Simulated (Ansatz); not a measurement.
Several faces are cut from this relaxed crystal of Pb:

```xyz
1
Lattice="0.0000 2.5210 2.5210 2.5210 0.0000 2.5210 2.5210 2.5210 0.0000" Properties=species:S:1:pos:R:3 pbc="T T T"
Pb    0.0000    0.0000    0.0000
```

Miller indices refer to the conventional cell, a = 5.042 Å, b = 5.042 Å, c = 5.042 Å, α = 90.00°, β = 90.00°, γ = 90.00°.

All numbers below come from Ansatz, DFT PBE, scalar-relativistic, plane waves, PAW. Cutoff 420 eV, Γ-centred meshes, Gaussian smearing of 0.10 eV, no spin polarisation.

All atoms of each slab relax at the bulk's in-plane cell, with a dipole correction; γ is the mean of a slab's two faces. Bonds are neighbours within 10 % of the shortest distances in the bulk.

(1) How do these faces compare: (100); (111)?

(2) Which shape does a crystal take in vacuum at zero temperature, if only these faces and their equivalents are allowed (Wulff construction)?

Faces whose slabs rebuild by over 0.8 Å, distort in their middle or lose their symmetry through the k mesh, and polar cuts of insulators, are left out. Of the terminations computed for a plane the cheapest is shown. Bulk energies on two k meshes leave up to 0.05 J/m² open.

The slabs are thin, so differences under about 0.05 J/m² or 0.1 eV aren't settled, and faces are 1×1 cells, without the reconstructions that some real ones have. Spin-orbit coupling is left out, which matters for the bands of heavy elements.

Answers

(1) 
```
 face  planes  thickness (Å)  area (Å²)  cut bonds per Å²  γ as cut (J/m²)  γ relaxed (J/m²)
(100)       5           10.1      12.71             0.315             0.40              0.37
(111)       4            8.7      11.01             0.273             0.24              0.21
```

(2) Shares of the surface area: (100) 0 %, (111) 100 %. A face with no share lies too high to cut the shape that the others make. Faces that weren't computed or are left out here could take a part.

The order follows the density of bonds that each cut crosses: the fewer, the cheaper the face.
